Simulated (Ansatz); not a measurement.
# ZnAu (Pm-3m) in Ansatz: settings compared

The runs below take ZnAu through band structure, with LDA, PBE, PBEsol.

All numbers are computed with Ansatz 0.2.0; they aren't measurements. Logs are shortened: lines on timing, memory, paths and dates and some standing lists are left out, and cuts for length are marked.

### Step 1. The structure

It takes space group Pm-3m (No. 221, cubic). Conventional cell: a = 3.147 Å, b = 3.147 Å, c = 3.147 Å, α = 90.00°, β = 90.00°, γ = 90.00°. Au (site symmetry m-3m) is surrounded by 8 Zn at 2.73 Å. Around Zn (site symmetry m-3m) lie 8 Au at 2.73 Å.

### Step 2. Band structure, LDA

input.yaml

```yaml
crystal:
  lattice:
    - [3.147, 0.0, 0.0]
    - [0.0, 3.147, 0.0]
    - [0.0, 0.0, 3.147]
  atoms:
    - { symbol: Au, position: [0.0, 0.0, 0.0] }
    - { symbol: Zn, position: [0.5, 0.5, 0.5] }
hamiltonian:
  xc: lda
  pseudopotentials: { kind: paw }
kpoints:
  mp_grid: { grid: [5, 5, 5] }
  band_path:
    path:
      - [[0.0, 0.0, 0.0], [0.0, 0.5, 0.0], [0.5, 0.5, 0.0], [0.0, 0.0, 0.0], [0.5, 0.5, 0.5], [0.0, 0.5, 0.0]]
      - [[0.5, 0.5, 0.0], [0.5, 0.5, 0.5]]
    npoints: 14
scf:
  occupations: { method: fermi_dirac, width: 0.05 }
  n_extra_bands: 6
output:
  forces: true
  stress: true
  eigenvalues: true
  fatbands: true
```

Potentials or basis: Ansatz PAW.

Run with:

```console
$ ansatz run input.yaml --threads 2 --pin off --max-ram 5632MiB --backend cpu --events-out ev --progress --plain --runs-dir out
```

The log of the run:

```text
Warning: RAYON_NUM_THREADS=2 ignored (pool sized by the plan → 2); use --threads N
scf.n_extra_bands = 6 over 16 filled bands (N_el = 31.0): the run solves 22 bands
Engine: ansatz 0.2.0, aarch64-unknown-linux-gnu
Pseudopotentials: kind: paw
Pseudopotential: Au, paw, valence charge 19, recommended cutoff 420 eV (normal), Au.paw.azcp
Pseudopotential: Zn, paw, valence charge 12, recommended cutoff 420 eV (normal), Zn.paw.azcp
Functional definition: SPW92
  exchange = slater_x
  correlation = pw_c
Crystal: 2 atoms, lattice volume = 31.167 Å³
Basis set: ecut = 420 eV, 619 PW (Γ)
Bands: 22, of which v1, the nominal top of the filled ones, is band 16 counted from 1 (15 counted from 0)
Symmetry: 48 space group operations
Space group: Pm-3m (ITA 221), of the structure as read, at distance tolerance 3.1e-5 Å
k-points: 10 of 125
Non-local potential: Au, projectors of the file, l = 0: 3, l = 1: 2, l = 2: 2, l = 3: 1
Non-local potential: Zn, projectors of the file, l = 0: 2, l = 1: 2, l = 2: 3, l = 3: 1
PAW form: soft (Blöchl's): semilocal exchange-correlation on the pseudo side does not see the compensation charge
PAW frozen core: Au, regenerated for the run's functional, and the local potential with it (the file was generated under x = pbe(κ = 0.804, μ = 0.2195149727645171), c = pbe(β = 0.06672455060314922))
PAW frozen core: Zn, regenerated for the run's functional, and the local potential with it (the file was generated under x = pbe(κ = 0.804, μ = 0.2195149727645171), c = pbe(β = 0.06672455060314922))
PAW one-centre angular grid: Au, 590 points (default); XC on 64 Gauss nodes
PAW one-centre angular grid: Zn, 590 points (default); XC on 64 Gauss nodes
Initial density: superposition of atomic densities (neutral atoms: chi_scale 0, normalization atom), corrected by the library's trained network
Initial wavefunctions: pseudopotential atomic-orbital guess
Functional: x = slater, c = lda
SCF iter   1: F=—  HF=-16111.650183 eV  |F-HF|=—  |Δ(HF+E_count)|=         —  Δρ=7.27e-3  dr2=5.62e-3  ethr=1.77e-3  ⟨swp⟩=5.5  Hψ=943  notcnv=0
preconditioner: auto → none  [insulator: Δε(μ)=0.809 eV  Ē_g=14.837 eV  σ=0.050 eV  W_gap=0.56  n_scr=6 (ndim 8)  ℏωp=31.9 eV  f_vac=0.000  D(μ)=0.64/eV (n_scr^D=0)  ε∞_Penn≈5.6]
SCF iter   2: F=—  HF=-16111.649913 eV  |F-HF|=—  |Δ(HF+E_count)|=   2.70e-4  Δρ=2.56e-3  dr2=9.08e-4  ethr=1.81e-5  ⟨swp⟩=2.0  Hψ=454  notcnv=0  defer=11
SCF iter   3: F=—  HF=-16111.649645 eV  |F-HF|=—  |Δ(HF+E_count)|=   2.69e-4  Δρ=1.87e-3  dr2=3.27e-4  ethr=2.93e-6  ⟨swp⟩=2.0  Hψ=326  notcnv=0  defer=11
SCF iter   4: F=—  HF=-16111.649625 eV  |F-HF|=—  |Δ(HF+E_count)|=   2.01e-5  Δρ=6.37e-4  dr2=1.20e-4  ethr=1.05e-6  ⟨swp⟩=2.2  Hψ=317  notcnv=0  defer=11
SCF iter   5: F=—  HF=-16111.649593 eV  |F-HF|=—  |Δ(HF+E_count)|=   3.16e-5  Δρ=1.10e-4  dr2=1.95e-6  ethr=3.86e-7  ⟨swp⟩=2.0  Hψ=249  notcnv=0  defer=11
SCF iter   6: F=—  HF=-16111.649576 eV  |F-HF|=—  |Δ(HF+E_count)|=   1.70e-5  Δρ=1.41e-5  dr2=4.83e-8  ethr=3.23e-10  ⟨swp⟩=6.2  Hψ=1037  notcnv=0
SCF iter   7: F=-16111.649576 eV  HF=-16111.649576 eV  |F-HF|=1.44e-10  |Δ(HF+E_count)|=   1.06e-8  Δρ=2.10e-6  dr2=5.57e-10  ethr=1.56e-10  ⟨swp⟩=2.4  Hψ=648  notcnv=0
SCF 1 converged in 7 iterations: F = -16111.649576 eV  dr2 = 5.57e-10
NSCF: frozen V_eff on 86 k-points
SCF converged after 7 iterations
Free energy (F): -16111.649576 eV
Harris-Foulkes:  -16111.649576 eV  (|F-HF|=1.44e-10)
Internal energy: -16111.645073 eV  (E = F + TS)
E sigma→0 (E₀):  -16111.647325 eV
Entropy (-TS):   -0.004503 eV (-2.251 meV/atom)
Fermi energy:    16.395659 eV
--- Per-component energies (eV) ---
  E_band       = -179.337571
  E_kinetic    = 737.043461
  E_local      = -3261.536915  (includes V_loc(G=0)·N_el)
  E_nonlocal   = 695.769891
  E_hartree    = 1371.409632
  E_xc         = -363.068506
  E_vxc        = -329.646868  (∫ρ·V_xc dr)
  E_paw        = -11178.627434  (= ΣΔE_a)
  E_vpaw       = -763.787513  (= ΣTr[D̂ρ^β])
  E_aug_tail   = 0.000861  (compensation charges beyond the density's cutoff)
  E_ewald      = -4114.715922
  E_core_change = 2.079859  (= ΣΔE_core)
  E_smearing   = -0.004503  (= −TS)
  E_closure    = 0.000000  (closes the sum)
  Σ components = -16111.649576   (vs F -16111.649576, Δ=0.00e0)
--- Forces (eV/Å), atoms counted from 1 ---
  atom   1  Au    -0.00000000     0.00000000     0.00000000
  atom   2  Zn     0.00000000     0.00000000     0.00000000
  max |Σ_I F_I| component: 2.26e-29 eV/Å
--- Stress (GPa, compression-positive) ---
       -6.279200       0.000000       0.000000
        0.000000      -6.279200       0.000000
        0.000000       0.000000      -6.279200
  P = ⅓ Tr σ = -6.2792 GPa (-62.792 kbar)
--- Band table (eV; the first three rows and the last of 10) ---
  k-point 0: bands = ["-89.6118", "-40.9062", "-40.9062", "-40.9062", "5.9927", "8.4947", "8.4947", "9.1647", "9.1647", "9.1647", "11.2587", "11.2587", "12.9687", "12.9687", "12.9687", "21.5729", "21.5729", "21.5729", "25.3288", "28.8528", "28.8528", "34.8310"]
  k-point 1: bands = ["-89.6115", "-40.9203", "-40.9051", "-40.9051", "6.6878", "8.6357", "8.6788", "9.1579", "9.1579", "9.2175", "11.1532", "11.4316", "12.5085", "12.5085", "12.9155", "18.1529", "22.8323", "22.8323", "26.7263", "28.2019", "31.9617", "33.9012"]
  k-point 2: bands = ["-89.6109", "-40.9430", "-40.9034", "-40.9034", "8.4125", "8.9005", "8.9810", "9.1560", "9.1560", "9.3065", "10.9460", "11.4081", "11.8749", "11.8749", "12.8257", "14.7901", "25.8645", "25.8645", "27.2764", "27.5125", "29.8054", "29.8054"]
  k-point 9: bands = ["-89.6092", "-40.9367", "-40.9366", "-40.9366", "8.7570", "8.8862", "8.8862", "9.3614", "9.3614", "10.1783", "10.6323", "10.6323", "13.2465", "13.2465", "16.3826", "18.4948", "20.0248", "20.0248", "21.6581", "23.8901", "23.8901", "26.3341"]
```

Run time: 1.8 s. Hardware: 2 threads of Arm Neoverse V1, shared host; peak memory 0.29 GiB.

What came out:

- Free energy: -16111.6496 eV
- Pressure: -6.3 GPa
- Band gap on the k mesh: none (metal or under the smearing width)

Levels at the corners of the path, in eV from the Fermi level:
| point | band 11 | band 12 | band 13 | band 14 | band 15 | band 16 | band 17 | band 18 | band 19 | band 20 |
| --- | --- | --- | --- | --- | --- | --- | --- | --- | --- | --- |
| Γ | -5.14 | -5.14 | -3.43 | -3.43 | -3.43 | 5.18 | 5.18 | 5.18 | 8.93 | 12.46 |
| X | -5.49 | -5.24 | -4.62 | -4.62 | -3.59 | -2.08 | 10.74 | 11.35 | 11.35 | 11.37 |
| M | -4.77 | -3.78 | -3.78 | -2.83 | -1.73 | -1.73 | 1.07 | 2.71 | 10.51 | 12.88 |
| Γ | -5.14 | -5.14 | -3.43 | -3.43 | -3.43 | 5.18 | 5.18 | 5.18 | 8.93 | 12.46 |
| R | -6.14 | -6.14 | -2.78 | -2.78 | 1.49 | 3.72 | 4.02 | 4.02 | 4.02 | 6.17 |
| X | -5.49 | -5.24 | -4.62 | -4.62 | -3.59 | -2.08 | 10.74 | 11.35 | 11.35 | 11.37 |
| M | -4.77 | -3.78 | -3.78 | -2.83 | -1.73 | -1.73 | 1.07 | 2.71 | 10.51 | 12.88 |
| R | -6.14 | -6.14 | -2.78 | -2.78 | 1.49 | 3.72 | 4.02 | 4.02 | 4.02 | 6.17 |

Caveat: the k mesh is coarse (spacing up to 0.40 Å⁻¹), so the values aren't converged; spin-orbit coupling is left out, which moves the levels of the heavy elements; the PAW data sets come from PBE, with cores solved anew for the run's functional, which leaves a small shift of forces and pressure.

### Step 3. Band structure, PBE

input.yaml: that of step 2 with these lines changed.

```diff
@@ -9,3 +9,3 @@
 hamiltonian:
-  xc: lda
+  xc: pbe
   pseudopotentials: { kind: paw }
@@ -25,2 +25,2 @@
   eigenvalues: true
-  fatbands: true
+  fatbands: false
```

Potentials or basis: Ansatz PAW.

Run with:

```console
$ ansatz run input.yaml --threads 2 --pin off --max-ram 5632MiB --backend cpu --events-out ev --progress --plain --runs-dir out
```

The log of the run:

```text
Warning: RAYON_NUM_THREADS=2 ignored (pool sized by the plan → 2); use --threads N
scf.n_extra_bands = 6 over 16 filled bands (N_el = 31.0): the run solves 22 bands
[... 4 set-up lines as earlier in the session ...]
Functional definition: PBE
  parameter kappa = 0.804
  parameter beta = 0.06672455060314922
  exchange = pbe_x(kappa = kappa, mu = beta*pi^2/3)
  correlation = pbe_c(beta = beta)
Crystal: 2 atoms, lattice volume = 31.167 Å³
Basis set: ecut = 420 eV, 619 PW (Γ), exchange–correlation on 48×48×48 points (8 copies of the dense FFT grid, shifted against one another)
Bands: 22, of which v1, the nominal top of the filled ones, is band 16 counted from 1 (15 counted from 0)
[... 2 set-up lines as earlier in the session ...]
k-points: 10 of 125
[... 5 set-up lines as earlier in the session ...]
[... 12 lines left out ...]
NSCF: frozen V_eff on 86 k-points
SCF converged after 6 iterations
Free energy (F): -16468.785682 eV
Harris-Foulkes:  -16468.785682 eV  (|F-HF|=5.49e-9)
Internal energy: -16468.781208 eV  (E = F + TS)
E sigma→0 (E₀):  -16468.783445 eV
Entropy (-TS):   -0.004474 eV (-2.237 meV/atom)
Fermi energy:    16.836678 eV
--- Per-component energies (eV) ---
  E_band       = -165.991731
  E_kinetic    = 736.724231
  E_local      = -3250.777392  (includes V_loc(G=0)·N_el)
  E_nonlocal   = 685.807410
  E_hartree    = 1373.845807
  E_xc         = -366.338544
  E_vxc        = -328.774158  (∫ρ·V_xc dr)
  E_paw        = -11533.327792  (= ΣΔE_a)
  E_vpaw       = -756.666442  (= ΣTr[D̂ρ^β])
  E_aug_tail   = 0.000993  (compensation charges beyond the density's cutoff)
  E_ewald      = -4114.715922
  E_smearing   = -0.004474  (= −TS)
  E_closure    = -0.000000  (closes the sum)
  Σ components = -16468.785682   (vs F -16468.785682, Δ=0.00e0)
--- Forces (eV/Å), atoms counted from 1 ---
  atom   1  Au    -0.00000000     0.00000000     0.00000000
  atom   2  Zn     0.00000000    -0.00000000     0.00000000
  max |Σ_I F_I| component: 1.83e-29 eV/Å
--- Stress (GPa, compression-positive) ---
        5.464467       0.000000       0.000000
        0.000000       5.464467       0.000000
        0.000000       0.000000       5.464467
  P = ⅓ Tr σ = 5.4645 GPa (54.645 kbar)
--- Band table (eV; the first three rows and the last of 10) ---
  k-point 0: bands = ["-89.0774", "-40.4994", "-40.4994", "-40.4994", "6.4420", "8.9441", "8.9441", "9.6352", "9.6352", "9.6352", "11.6504", "11.6504", "13.3479", "13.3479", "13.3479", "22.0497", "22.0497", "22.0497", "25.9342", "29.1494", "29.1494", "35.1855"]
  k-point 1: bands = ["-89.0770", "-40.5136", "-40.4984", "-40.4984", "7.1368", "9.0891", "9.1312", "9.6290", "9.6290", "9.6887", "11.5416", "11.8224", "12.8909", "12.8909", "13.2941", "18.6220", "23.3068", "23.3068", "27.2468", "28.5071", "32.3663", "34.3245"]
  k-point 2: bands = ["-89.0765", "-40.5363", "-40.4967", "-40.4967", "8.8569", "9.3639", "9.4322", "9.6288", "9.6288", "9.7791", "11.3253", "11.8380", "12.2594", "12.2594", "13.2031", "15.2069", "26.3384", "26.3384", "27.5893", "28.0089", "30.2783", "30.2783"]
  k-point 9: bands = ["-89.0748", "-40.5300", "-40.5299", "-40.5299", "9.2255", "9.3563", "9.3563", "9.8225", "9.8225", "10.5804", "11.0264", "11.0264", "13.6141", "13.6141", "16.8238", "19.0501", "20.4309", "20.4309", "22.1564", "24.2925", "24.2925", "26.7675"]
```

bands.tsv:

```text
# k_distance	band_0	band_1	band_2	band_3	band_4	band_5	band_6	band_7	band_8	band_9	band_10	band_11	band_12	band_13	band_14	band_15	band_16	band_17	band_18	band_19	band_20	band_21
# fermi_ev = 16.836678
[... 98 lines left out ...]
7.404875	-105.911204	-57.369917	-57.369917	-57.367783	-7.495378	-7.481144	-7.481144	-6.941957	-6.862822	-6.182597	-6.118733	-6.118733	-2.984243	-2.855939	1.706538	2.807232	3.404514	3.404514	5.347025	6.256188	6.758399	6.758399
7.476181	-105.911169	-57.369791	-57.369791	-57.369251	-7.477881	-7.474454	-7.474454	-6.883094	-6.862491	-6.192326	-6.176652	-6.176652	-2.886853	-2.854052	1.647357	3.306721	3.812724	3.812724	4.589072	6.162704	6.316505	6.316505
7.547487	-105.911157	-57.369748	-57.369748	-57.369748	-7.472028	-7.472028	-7.472028	-6.862379	-6.862379	-6.196213	-6.196213	-6.196213	-2.853412	-2.853412	1.626891	3.822362	3.986180	3.986180	3.986180	6.131730	6.131730	6.131730
```

Run time: 1.2 s. Hardware: 2 threads of Arm Neoverse V1, shared host; peak memory 0.29 GiB.

What came out:

```yaml
Free_energy: -16468.7857 eV
Pressure: 5.5 GPa
Band_gap_on_the_k_mesh: none (metal or under the smearing width)
```

Levels at the corners of the path, in eV from the Fermi level:
| point | band 12 | band 13 | band 14 | band 15 | band 16 | band 17 | band 18 | band 19 |
| --- | --- | --- | --- | --- | --- | --- | --- | --- |
| Γ | -5.19 | -3.49 | -3.49 | -3.49 | 5.21 | 5.21 | 5.21 | 9.10 |
| X | -5.22 | -4.68 | -4.68 | -3.65 | -2.13 | 10.61 | 11.36 | 11.36 |
| M | -3.84 | -3.84 | -2.90 | -1.76 | -1.76 | 1.09 | 2.74 | 10.62 |
| Γ | -5.19 | -3.49 | -3.49 | -3.49 | 5.21 | 5.21 | 5.21 | 9.10 |
| R | -6.20 | -2.85 | -2.85 | 1.63 | 3.82 | 3.99 | 3.99 | 3.99 |
| X | -5.22 | -4.68 | -4.68 | -3.65 | -2.13 | 10.61 | 11.36 | 11.36 |
| M | -3.84 | -3.84 | -2.90 | -1.76 | -1.76 | 1.09 | 2.74 | 10.62 |
| R | -6.20 | -2.85 | -2.85 | 1.63 | 3.82 | 3.99 | 3.99 | 3.99 |

Caveat: the k mesh is coarse (spacing up to 0.40 Å⁻¹), so the values aren't converged; spin-orbit coupling is left out, which moves the levels of the heavy elements.

### Step 4. Band structure, PBEsol

input.yaml: that of step 3 with these lines changed.

```diff
@@ -9,3 +9,3 @@
 hamiltonian:
-  xc: pbe
+  xc: pbesol
   pseudopotentials: { kind: paw }
```

Potentials or basis: Ansatz PAW.

Run with:

```console
$ ansatz run input.yaml --threads 2 --pin off --max-ram 5632MiB --backend cpu --events-out ev --progress --plain --runs-dir out
```

The log of the run:

```text
Warning: RAYON_NUM_THREADS=2 ignored (pool sized by the plan → 2); use --threads N
scf.n_extra_bands = 6 over 16 filled bands (N_el = 31.0): the run solves 22 bands
[... 4 set-up lines as earlier in the session ...]
Functional definition: PBEsol
  exchange = pbesol_x
  correlation = pbesol_c
Crystal: 2 atoms, lattice volume = 31.167 Å³
Basis set: ecut = 420 eV, 619 PW (Γ), exchange–correlation on 48×48×48 points (8 copies of the dense FFT grid, shifted against one another)
Bands: 22, of which v1, the nominal top of the filled ones, is band 16 counted from 1 (15 counted from 0)
[... 2 set-up lines as earlier in the session ...]
k-points: 10 of 125
[... 5 set-up lines as earlier in the session ...]
[... 17 lines left out ...]
Harris-Foulkes:  -16288.467896 eV  (|F-HF|=3.77e-9)
Internal energy: -16288.463399 eV  (E = F + TS)
E sigma→0 (E₀):  -16288.465647 eV
Entropy (-TS):   -0.004497 eV (-2.249 meV/atom)
Fermi energy:    16.624229 eV
--- Per-component energies (eV) ---
  E_band       = -171.504757
  E_kinetic    = 736.400576
  E_local      = -3254.285185  (includes V_loc(G=0)·N_el)
  E_nonlocal   = 690.444154
  E_hartree    = 1371.216031
  E_xc         = -363.247578
  E_vxc        = -328.436951  (∫ρ·V_xc dr)
  E_paw        = -11355.383261  (= ΣΔE_a)
  E_vpaw       = -758.061498  (= ΣTr[D̂ρ^β])
  E_aug_tail   = 0.000951  (compensation charges beyond the density's cutoff)
  E_ewald      = -4114.715922
  E_core_change = 1.106834  (= ΣΔE_core)
  E_smearing   = -0.004497  (= −TS)
  E_closure    = 0.000000  (closes the sum)
  Σ components = -16288.467896   (vs F -16288.467896, Δ=0.00e0)
--- Forces (eV/Å), atoms counted from 1 ---
  atom   1  Au    -0.00000000    -0.00000000    -0.00000000
  atom   2  Zn     0.00000000    -0.00000000    -0.00000000
  max |Σ_I F_I| component: 2.43e-29 eV/Å
--- Stress (GPa, compression-positive) ---
       -1.800063       0.000000       0.000000
        0.000000      -1.800063       0.000000
        0.000000      -0.000000      -1.800063
  P = ⅓ Tr σ = -1.8001 GPa (-18.001 kbar)
--- Band table (eV; the first three rows and the last of 10) ---
  k-point 0: bands = ["-89.3053", "-40.6771", "-40.6771", "-40.6771", "6.2129", "8.7791", "8.7791", "9.4777", "9.4777", "9.4777", "11.4825", "11.4825", "13.1815", "13.1815", "13.1815", "21.8167", "21.8167", "21.8167", "25.7133", "28.9510", "28.9510", "34.9615"]
  k-point 1: bands = ["-89.3050", "-40.6912", "-40.6760", "-40.6760", "6.9079", "8.9264", "8.9674", "9.4716", "9.4716", "9.5320", "11.3711", "11.6518", "12.7200", "12.7200", "13.1269", "18.4014", "23.0778", "23.0778", "27.0300", "28.3033", "32.1503", "34.1013"]
  k-point 2: bands = ["-89.3045", "-40.7141", "-40.6743", "-40.6743", "8.6373", "9.2070", "9.2613", "9.4717", "9.4717", "9.6238", "11.1488", "11.6455", "12.0834", "12.0834", "13.0343", "15.0160", "26.1134", "26.1134", "27.3800", "27.7866", "30.0545", "30.0545"]
  k-point 9: bands = ["-89.3027", "-40.7077", "-40.7076", "-40.7076", "9.0613", "9.1948", "9.1948", "9.6672", "9.6672", "10.3891", "10.8448", "10.8448", "13.4503", "13.4503", "16.6112", "18.8333", "20.2157", "20.2157", "21.9291", "24.0823", "24.0823", "26.5461"]
```

bands.tsv:

```text
# k_distance	band_0	band_1	band_2	band_3	band_4	band_5	band_6	band_7	band_8	band_9	band_10	band_11	band_12	band_13	band_14	band_15	band_16	band_17	band_18	band_19	band_20	band_21
# fermi_ev = 16.624229
[... 98 lines left out ...]
7.404875	-105.926737	-57.335181	-57.335181	-57.333042	-7.444658	-7.430168	-7.430168	-6.884205	-6.800801	-6.154245	-6.093576	-6.093576	-2.933491	-2.803872	1.701390	2.789989	3.396263	3.396263	5.328002	6.266792	6.764489	6.764489
7.476181	-105.926701	-57.335054	-57.335054	-57.334513	-7.426772	-7.423288	-7.423288	-6.822293	-6.800467	-6.166563	-6.151831	-6.151831	-2.835116	-2.801973	1.640766	3.287812	3.801048	3.801048	4.570409	6.174428	6.326330	6.326330
7.547487	-105.926689	-57.335011	-57.335011	-57.335011	-7.420790	-7.420790	-7.420790	-6.800354	-6.800354	-6.171513	-6.171513	-6.171513	-2.801330	-2.801330	1.619806	3.798190	3.972327	3.972327	3.972327	6.143833	6.143833	6.143833
```

Wall time 1.3 s (2 threads of Arm Neoverse V1, shared host); peak memory 0.29 GiB.

Results:

| Property | Result |
| --- | --- |
| Free energy | -16288.4679 eV |
| Pressure | -1.8 GPa |
| Band gap on the k mesh | none (metal or under the smearing width) |

Levels at the corners of the path, in eV from the Fermi level:
```tsv
point	band 13	band 14	band 15	band 16	band 17	band 18
Γ	-3.44	-3.44	-3.44	5.19	5.19	5.19
X	-4.64	-4.64	-3.61	-2.09	10.61	11.35
M	-3.79	-2.85	-1.77	-1.77	1.09	2.77
Γ	-3.44	-3.44	-3.44	5.19	5.19	5.19
R	-2.80	-2.80	1.62	3.80	3.97	3.97
X	-4.64	-4.64	-3.61	-2.09	10.61	11.35
M	-3.79	-2.85	-1.77	-1.77	1.09	2.77
R	-2.80	-2.80	1.62	3.80	3.97	3.97
```

Caveat: the k mesh is coarse (spacing up to 0.40 Å⁻¹), so the values aren't converged; spin-orbit coupling is left out, which moves the levels of the heavy elements; the PAW data sets come from PBE, with cores solved anew for the run's functional, which leaves a small shift of forces and pressure.

### Step 5. The runs side by side

| level | gap on the mesh (eV) | pressure (GPa) |
| --- | --- | --- |
| LDA | none | -6.3 |
| PBE | none | 5.5 |
| PBEsol | none | -1.8 |

Alike in all rows: task band structure; potentials or basis Ansatz PAW; no spin polarisation; cell as given; k mesh 5 × 5 × 5; cutoff (eV) 420; smearing fermi-dirac 0.05 eV; the mesh is coarse, so values aren't converged.

Caveats: all runs use coarse meshes; spin-orbit coupling is left out, which moves the levels of the heavy elements; the PAW data sets come from PBE, with cores solved anew for the run's functional, which leaves a small shift of forces and pressure (some runs).

Total energies depend on the potentials used, so only differences within one code and one set of settings carry meaning.
